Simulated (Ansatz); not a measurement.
# Al (Fm-3m) in Ansatz: further runs

One crystal, Al, is run at these levels: PBE, PBEsol, RPBE; tasks: band structure.

Everything below comes from runs of Ansatz 0.2.0. Logs are shortened: lines on timing, memory, paths and dates and some standing lists are left out, and cuts for length are marked.

## 1. The structure

The structure is cubic, space group Fm-3m (No. 225). The conventional cell has a = 4.050 Å, b = 4.050 Å, c = 4.050 Å, α = 90.00°, β = 90.00°, γ = 90.00°. Around Al (site symmetry m-3m) lie 12 Al at 2.86 Å.

## 2. Band structure, PBE

input.yaml reads:

```yaml
crystal:
  lattice:
    - [0.0, 2.024805, 2.024805]
    - [2.024805, 0.0, 2.024805]
    - [2.024805, 2.024805, 0.0]
  atoms:
    - { symbol: Al, position: [0.0, 0.0, 0.0] }
hamiltonian:
  xc: pbe
  pseudopotentials: { kind: paw }
kpoints:
  mp_grid: { grid: [11, 11, 11] }
  band_path:
    path:
      - [[0.0, 0.0, 0.0], [0.5, 0.0, 0.5], [0.5, 0.25, 0.75], [0.375, 0.375, 0.75], [0.0, 0.0, 0.0], [0.5, 0.5, 0.5], [0.625, 0.25, 0.625], [0.5, 0.25, 0.75], [0.5, 0.5, 0.5], [0.375, 0.375, 0.75]]
      - [[0.625, 0.25, 0.625], [0.5, 0.0, 0.5]]
    npoints: 14
scf:
  occupations: { method: fermi_dirac, width: 0.05 }
  n_extra_bands: 6
output:
  forces: true
  stress: true
  eigenvalues: true
  fatbands: true
  write_density: true
  write_potential: true
  elf: true
  volumetric_format: npy
```

Potentials or basis: Ansatz PAW.

Run with:

```sh
$ ansatz run input.yaml --threads 2 --pin off --max-ram 5120MiB --backend cpu --events-out ev --progress --plain --runs-dir out
```

What it wrote:

```text
Warning: RAYON_NUM_THREADS=2 ignored (pool sized by the plan → 2); use --threads N
scf.n_extra_bands = 6 over 2 filled bands (N_el = 3.0): the run solves 8 bands
Engine: ansatz 0.2.0, aarch64-unknown-linux-gnu
Pseudopotentials: kind: paw
Pseudopotential: Al, paw, valence charge 3, recommended cutoff 420 eV (normal), Al.paw.azcp
Functional definition: PBE
  parameter kappa = 0.804
  parameter beta = 0.06672455060314922
  exchange = pbe_x(kappa = kappa, mu = beta*pi^2/3)
  correlation = pbe_c(beta = beta)
Crystal: 1 atoms, lattice volume = 16.603 Å³
Basis set: ecut = 420 eV, 331 PW (Γ), exchange–correlation on 40×40×40 points (8 copies of the dense FFT grid, shifted against one another)
Bands: 8, of which v1, the nominal top of the filled ones, is band 2 counted from 1 (1 counted from 0)
Symmetry: 48 space group operations
Space group: Fm-3m (ITA 225), of the structure as read, at distance tolerance 2.6e-5 Å
k-points: 56 of 1331
Non-local potential: Al, projectors of the file, l = 0: 2, l = 1: 2, l = 2: 1
PAW form: soft (Blöchl's): semilocal exchange-correlation on the pseudo side does not see the compensation charge
PAW one-centre angular grid: Al, 110 points (default); XC on 64 Gauss nodes
Initial density: superposition of atomic densities (neutral atoms: chi_scale 0, normalization atom), corrected by the library's trained network
Initial wavefunctions: pseudopotential atomic-orbital guess
Functional: x = pbe(κ = 0.804, μ = 0.2195149727645171), c = pbe(β = 0.06672455060314922)
SCF iter   1: F=—  HF=-537.512234 eV  |F-HF|=—  |Δ(HF+E_count)|=         —  Δρ=4.78e-4  dr2=1.37e-5  ethr=1.77e-3  ⟨swp⟩=4.7  Hψ=3421  notcnv=0  defer=1
preconditioner: auto → none  [metal: Δε(μ)=0.028 eV  Ē_g=16.387 eV  σ=0.050 eV  W_gap=0.14  n_scr=0 (ndim 8)  ℏωp=15.8 eV  f_vac=0.000  D(μ)=0.55/eV (n_scr^D=0)]
SCF iter   2: F=—  HF=-537.512270 eV  |F-HF|=—  |Δ(HF+E_count)|=   3.60e-5  Δρ=2.46e-4  dr2=3.73e-6  ethr=4.58e-7  ⟨swp⟩=2.1  Hψ=968  notcnv=0  defer=7
iter 3 did not close the SCF: its close was put off for the readings that it lacked (scf_convergence_deferred on its scf_iter line)
SCF iter   3: F=-537.512279 eV  HF=-537.512279 eV  |F-HF|=1.62e-8  |Δ(HF+E_count)|=   8.70e-6  Δρ=1.53e-5  dr2=4.55e-8  ethr=1.24e-7  ⟨swp⟩=1.7  Hψ=417  notcnv=0  defer=7
iter 4 did not close the SCF: its close was put off for the readings that it lacked (scf_convergence_deferred on its scf_iter line)
SCF iter   4: F=-537.512279 eV  HF=-537.512279 eV  |F-HF|=1.77e-9  |Δ(HF+E_count)|=   1.38e-8  Δρ=5.39e-6  dr2=5.49e-9  ethr=1.52e-9  ⟨swp⟩=1.0  Hψ=354  notcnv=0  defer=7
iter 5 did not close the SCF: its close was put off for the readings that it lacked (scf_convergence_deferred on its scf_iter line)
SCF iter   5: F=-537.512279 eV  HF=-537.512279 eV  |F-HF|=4.05e-11  |Δ(HF+E_count)|=   1.53e-9  Δρ=7.60e-7  dr2=1.16e-10  ethr=1.83e-10  ⟨swp⟩=1.0  Hψ=356  notcnv=0  defer=7
SCF iter   6: F=-537.512279 eV  HF=-537.512279 eV  |F-HF|=2.27e-12  |Δ(HF+E_count)|=  3.02e-11  Δρ=1.77e-7  dr2=6.28e-12  ethr=3.87e-12  ⟨swp⟩=5.4  Hψ=1955  notcnv=0
SCF 1 converged in 6 iterations: F = -537.512279 eV  dr2 = 6.28e-12
NSCF: frozen V_eff on 142 k-points
SCF converged after 6 iterations
Free energy (F): -537.512279 eV
Harris-Foulkes:  -537.512279 eV  (|F-HF|=2.27e-12)
Internal energy: -537.508272 eV  (E = F + TS)
E sigma→0 (E₀):  -537.510275 eV
Entropy (-TS):   -0.004007 eV (-4.007 meV/atom)
Fermi energy:    7.890059 eV
--- Per-component energies (eV) ---
  E_band       = 10.419617
  E_kinetic    = 22.656249
  E_local      = 9.795154  (includes V_loc(G=0)·N_el)
  E_nonlocal   = 10.318254
  E_hartree    = 0.101877
  E_xc         = -39.691338
  E_vxc        = -28.903052  (∫ρ·V_xc dr)
  E_paw        = -467.325414  (= ΣΔE_a)
  E_vpaw       = -3.650741  (= ΣTr[D̂ρ^β])
  E_aug_tail   = -0.000002  (compensation charges beyond the density's cutoff)
  E_ewald      = -73.363052
  E_smearing   = -0.004007  (= −TS)
  E_closure    = 0.000000  (closes the sum)
  Σ components = -537.512279   (vs F -537.512279, Δ=0.00e0)
--- Forces (eV/Å), atoms counted from 1 ---
  atom   1  Al    -0.00000000    -0.00000000     0.00000000
  max |Σ_I F_I| component: 3.85e-33 eV/Å
--- Stress (GPa, compression-positive) ---
       -0.423998      -0.000000       0.000000
        0.000000      -0.423998       0.000000
        0.000000       0.000000      -0.423998
  P = ⅓ Tr σ = -0.4240 GPa (-4.240 kbar)
--- Band table (eV; the first three rows and the last of 56) ---
  k-point 0: bands = ["-3.2048", "20.3676", "20.3676", "20.3676", "21.9143", "21.9143", "21.9143", "24.3353"]
  k-point 1: bands = ["-2.9813", "17.5081", "19.7561", "19.7561", "22.5721", "22.8593", "22.8593", "25.9592"]
  k-point 2: bands = ["-2.3128", "13.8857", "19.0421", "19.0421", "22.3394", "23.6403", "23.6403", "25.1286"]
  k-point 55: bands = ["6.4955", "6.7513", "8.1496", "10.0285", "21.7073", "24.5344", "24.7448", "26.6000"]
```

Run time: 1.1 s. Hardware: 2 threads of Arm Neoverse N1, shared host; peak memory 0.24 GiB.

What came out:

```yaml
Free_energy: -537.5123 eV
Pressure: -0.4 GPa
Band_gap_on_the_k_mesh: none (metal or under the smearing width)
```

Levels at the corners of the path, in eV from the Fermi level:
| point | band 1 | band 2 | band 3 | band 4 | band 5 | band 6 |
| --- | --- | --- | --- | --- | --- | --- |
| Γ | -11.09 | 12.48 | 12.48 | 12.48 | 14.02 | 14.02 |
| X | -2.91 | -1.61 | 5.21 | 5.56 | 5.56 | 8.98 |
| W | -0.85 | -0.85 | 0.17 | 1.06 | 15.68 | 15.68 |
| K | -1.88 | -1.36 | -0.42 | 6.52 | 8.13 | 15.55 |
| Γ | -11.09 | 12.48 | 12.48 | 12.48 | 14.02 | 14.02 |
| L | -4.57 | -4.38 | 11.34 | 11.34 | 11.34 | 11.34 |
| U | -1.88 | -1.36 | -0.42 | 6.52 | 8.13 | 15.55 |
| W | -0.85 | -0.85 | 0.17 | 1.06 | 15.68 | 15.68 |
| L | -4.57 | -4.38 | 11.34 | 11.34 | 11.34 | 11.34 |
| K | -1.88 | -1.36 | -0.42 | 6.52 | 8.13 | 15.55 |
| U | -1.88 | -1.36 | -0.42 | 6.52 | 8.13 | 15.55 |
| X | -2.91 | -1.61 | 5.21 | 5.56 | 5.56 | 8.98 |

## 3. Band structure, PBEsol

Edit input.yaml of step 2 so:

```diff
@@ -8,3 +8,3 @@
 hamiltonian:
-  xc: pbe
+  xc: pbesol
   pseudopotentials: { kind: paw }
@@ -24,6 +24,2 @@
   eigenvalues: true
-  fatbands: true
-  write_density: true
-  write_potential: true
-  elf: true
-  volumetric_format: npy
+  fatbands: false
```

Potentials or basis: Ansatz PAW.

Run with:

```sh
$ ansatz run input.yaml --threads 2 --pin off --max-ram 5120MiB --backend cpu --events-out ev --progress --plain --runs-dir out
```

What it wrote:

```text
Warning: RAYON_NUM_THREADS=2 ignored (pool sized by the plan → 2); use --threads N
scf.n_extra_bands = 6 over 2 filled bands (N_el = 3.0): the run solves 8 bands
[... 3 set-up lines as earlier in the session ...]
Functional definition: PBEsol
  exchange = pbesol_x
  correlation = pbesol_c
Crystal: 1 atoms, lattice volume = 16.603 Å³
Basis set: ecut = 420 eV, 331 PW (Γ), exchange–correlation on 40×40×40 points (8 copies of the dense FFT grid, shifted against one another)
Bands: 8, of which v1, the nominal top of the filled ones, is band 2 counted from 1 (1 counted from 0)
[... 2 set-up lines as earlier in the session ...]
k-points: 56 of 1331
[... 2 set-up lines as earlier in the session ...]
PAW frozen core: Al, regenerated for the run's functional, and the local potential with it (the file was generated under x = pbe(κ = 0.804, μ = 0.2195149727645171), c = pbe(β = 0.06672455060314922))
[... 3 set-up lines as earlier in the session ...]
Functional: x = pbesol(κ = 0.804, μ = 0.12345679012345678), c = pbesol(β = 0.046)
SCF iter   1: F=—  HF=-524.555515 eV  |F-HF|=—  |Δ(HF+E_count)|=         —  Δρ=7.39e-4  dr2=4.56e-5  ethr=1.77e-3  ⟨swp⟩=4.7  Hψ=3431  notcnv=0  defer=1
preconditioner: auto → none  [metal: Δε(μ)=0.033 eV  Ē_g=16.367 eV  σ=0.050 eV  W_gap=0.16  n_scr=0 (ndim 8)  ℏωp=15.8 eV  f_vac=0.000  D(μ)=0.54/eV (n_scr^D=0)]
SCF iter   2: F=—  HF=-524.555536 eV  |F-HF|=—  |Δ(HF+E_count)|=   2.07e-5  Δρ=3.72e-4  dr2=1.14e-5  ethr=1.52e-6  ⟨swp⟩=1.9  Hψ=948  notcnv=0  defer=8
iter 3 did not close the SCF: its close was put off for the readings that it lacked (scf_convergence_deferred on its scf_iter line)
SCF iter   3: F=-524.555540 eV  HF=-524.555540 eV  |F-HF|=3.07e-8  |Δ(HF+E_count)|=   3.85e-6  Δρ=1.96e-5  dr2=7.41e-8  ethr=3.80e-7  ⟨swp⟩=1.0  Hψ=355  notcnv=0  defer=8
iter 4 did not close the SCF: its close was put off for the readings that it lacked (scf_convergence_deferred on its scf_iter line)
SCF iter   4: F=-524.555540 eV  HF=-524.555540 eV  |F-HF|=4.22e-9  |Δ(HF+E_count)|=   2.39e-8  Δρ=7.79e-6  dr2=1.12e-8  ethr=2.47e-9  ⟨swp⟩=1.1  Hψ=363  notcnv=0  defer=8
iter 5 did not close the SCF: its close was put off for the readings that it lacked (scf_convergence_deferred on its scf_iter line)
SCF iter   5: F=-524.555540 eV  HF=-524.555540 eV  |F-HF|=1.68e-11  |Δ(HF+E_count)|=   3.87e-9  Δρ=4.85e-7  dr2=4.01e-11  ethr=3.73e-10  ⟨swp⟩=1.0  Hψ=357  notcnv=0  defer=8
SCF iter   6: F=-524.555540 eV  HF=-524.555540 eV  |F-HF|=2.39e-12  |Δ(HF+E_count)|=  1.56e-11  Δρ=1.86e-7  dr2=6.63e-12  ethr=1.34e-12  ⟨swp⟩=3.4  Hψ=1858  notcnv=0
SCF 1 converged in 6 iterations: F = -524.555540 eV  dr2 = 6.63e-12
NSCF: frozen V_eff on 142 k-points
SCF converged after 6 iterations
Free energy (F): -524.555540 eV
Harris-Foulkes:  -524.555540 eV  (|F-HF|=2.39e-12)
Internal energy: -524.551542 eV  (E = F + TS)
E sigma→0 (E₀):  -524.553541 eV
Entropy (-TS):   -0.003997 eV (-3.997 meV/atom)
Fermi energy:    7.828018 eV
--- Per-component energies (eV) ---
  E_band       = 10.245903
  E_kinetic    = 22.712201
  E_local      = 9.662686  (includes V_loc(G=0)·N_el)
  E_nonlocal   = 10.361302
  E_hartree    = 0.101074
  E_xc         = -39.352348
  E_vxc        = -29.092589  (∫ρ·V_xc dr)
  E_paw        = -454.692543  (= ΣΔE_a)
  E_vpaw       = -3.599844  (= ΣTr[D̂ρ^β])
  E_aug_tail   = -0.000003  (compensation charges beyond the density's cutoff)
  E_ewald      = -73.363052
  E_core_change = 0.019139  (= ΣΔE_core)
  E_smearing   = -0.003997  (= −TS)
  E_closure    = 0.000000  (closes the sum)
  Σ components = -524.555540   (vs F -524.555540, Δ=0.00e0)
--- Forces (eV/Å), atoms counted from 1 ---
  atom   1  Al    -0.00000000    -0.00000000     0.00000000
  max |Σ_I F_I| component: 8.22e-33 eV/Å
--- Stress (GPa, compression-positive) ---
       -1.925415       0.000000       0.000000
        0.000000      -1.925415      -0.000000
       -0.000000       0.000000      -1.925415
  P = ⅓ Tr σ = -1.9254 GPa (-19.254 kbar)
--- Band table (eV; the first three rows and the last of 56) ---
  k-point 0: bands = ["-3.2595", "20.2992", "20.2992", "20.2992", "21.8142", "21.8142", "21.8142", "24.3027"]
  k-point 1: bands = ["-3.0361", "17.4384", "19.6810", "19.6810", "22.4934", "22.7646", "22.7646", "25.8719"]
  k-point 2: bands = ["-2.3678", "13.8197", "18.9647", "18.9647", "22.2707", "23.5480", "23.5480", "25.0448"]
  k-point 55: bands = ["6.4359", "6.6947", "8.0830", "9.9633", "21.6317", "24.4406", "24.6701", "26.5124"]
```

bands.tsv:

```text
# k_distance	band_0	band_1	band_2	band_3	band_4	band_5	band_6	band_7
# fermi_ev = 7.828018
# lock_threshold_ev = 1e-6
# [0, 0, 0] at k_distance = 0.000000
# [0.5, 0, 0.5] at k_distance = 1.551553
[... 149 lines left out ...]
9.646265	-2.571003	-1.265383	1.564187	5.861111	7.257428	11.817887	23.373371	24.316601
9.685448	-2.649892	-1.346525	2.051865	5.787596	7.120623	11.256655	23.664844	24.698167
9.724630	-2.718249	-1.417630	2.543538	5.723895	6.975938	10.727174	23.937664	25.060070
9.763813	-2.776078	-1.478221	3.036615	5.670003	6.815170	10.240208	24.186072	25.394831
9.802996	-2.823382	-1.528030	3.527803	5.625917	6.627428	9.810020	24.403529	25.693196
9.842178	-2.860260	-1.566898	4.012376	5.591554	6.400400	9.453592	24.582699	25.944055
9.881361	-2.886426	-1.594716	4.483319	5.567088	6.124763	9.187700	24.717234	26.135842
9.920544	-2.902080	-1.611428	4.925527	5.552399	5.803468	9.024429	24.800770	26.256634
9.959726	-2.907337	-1.617003	5.222239	5.547500	5.547500	8.969547	24.829114	26.297952
```

Run time: 0.99 s. Hardware: 2 threads of Arm Neoverse N1, shared host; peak memory 0.24 GiB.

What came out:

```
Free energy            : -524.5555 eV
Pressure               : -1.9 GPa
Band gap on the k mesh : none (metal or under the smearing width)
```

Levels at the corners of the path, in eV from the Fermi level:
```csv
point,band 1,band 2,band 3,band 4,band 5,band 6,band 7
Γ,-11.09,12.47,12.47,12.47,13.99,13.99,13.99
X,-2.91,-1.62,5.22,5.55,5.55,8.97,24.83
W,-0.84,-0.84,0.16,1.06,15.67,15.67,16.21
K,-1.88,-1.36,-0.42,6.51,8.13,15.53,21.46
Γ,-11.09,12.47,12.47,12.47,13.99,13.99,13.99
L,-4.57,-4.38,11.31,11.31,11.33,11.33,15.10
U,-1.88,-1.36,-0.42,6.51,8.13,15.53,21.46
W,-0.84,-0.84,0.16,1.06,15.67,15.67,16.21
L,-4.57,-4.38,11.31,11.31,11.33,11.33,15.10
K,-1.88,-1.36,-0.42,6.51,8.13,15.53,21.46
U,-1.88,-1.36,-0.42,6.51,8.13,15.53,21.46
X,-2.91,-1.62,5.22,5.55,5.55,8.97,24.83
```

Caveat: the PAW data sets come from PBE, with cores solved anew for the run's functional, which leaves a small shift of forces and pressure.

## 4. Band structure, RPBE

Edit input.yaml of step 3 so:

```diff
@@ -8,3 +8,3 @@
 hamiltonian:
-  xc: pbesol
+  xc: rpbe
   pseudopotentials: { kind: paw }
```

Run with:

```sh
$ ansatz run input.yaml --threads 2 --pin off --max-ram 5120MiB --backend cpu --events-out ev --progress --plain --runs-dir out
```

Wall time 0.98 s (2 threads of Arm Neoverse N1, shared host); peak memory 0.24 GiB.

It converged, with:

| Property | Result |
| --- | --- |
| Free energy | -540.4518 eV |
| Pressure | 1.0 GPa |
| Band gap on the k mesh | none (metal or under the smearing width) |

Levels at the corners of the path, in eV from the Fermi level:
```
point  band 1  band 2  band 3  band 4  band 5  band 6  band 7
    Γ  -11.10   12.50   12.50   12.50   14.14   14.14   14.14
    X   -2.93   -1.59    5.19    5.59    5.59    9.07   25.08
    W   -0.86   -0.86    0.14    1.15   15.72   15.72   16.35
    K   -1.90   -1.38   -0.38    6.55    8.16   15.63   21.64
    Γ  -11.10   12.50   12.50   12.50   14.14   14.14   14.14
    L   -4.60   -4.36   11.36   11.36   11.43   11.43   15.03
    U   -1.90   -1.38   -0.38    6.55    8.16   15.63   21.64
    W   -0.86   -0.86    0.14    1.15   15.72   15.72   16.35
    L   -4.60   -4.36   11.36   11.36   11.43   11.43   15.03
    K   -1.90   -1.38   -0.38    6.55    8.16   15.63   21.64
    U   -1.90   -1.38   -0.38    6.55    8.16   15.63   21.64
    X   -2.93   -1.59    5.19    5.59    5.59    9.07   25.08
```

Caveat: the PAW data sets come from PBE, with cores solved anew for the run's functional, which leaves a small shift of forces and pressure.

## 5. The runs side by side

```tsv
level	gap on the mesh (eV)	pressure (GPa)
PBE	none	-0.4
PBEsol	none	-1.9
RPBE	none	1.0
```

Alike in all rows: task band structure; potentials or basis Ansatz PAW; no spin polarisation; cell as given; k mesh 11 × 11 × 11; cutoff (eV) 420; smearing fermi-dirac 0.05 eV.

Every run on the cell as given and a fine mesh finds a metal. The pressure there spans -1.9 GPa (PBEsol) to 1.0 GPa (RPBE); a positive pressure means that this level wants a larger cell, a negative one a smaller.

Caveats: the PAW data sets come from PBE, with cores solved anew for the run's functional, which leaves a small shift of forces and pressure (some runs).

Absolute energies hang on the potentials; compare differences alone.
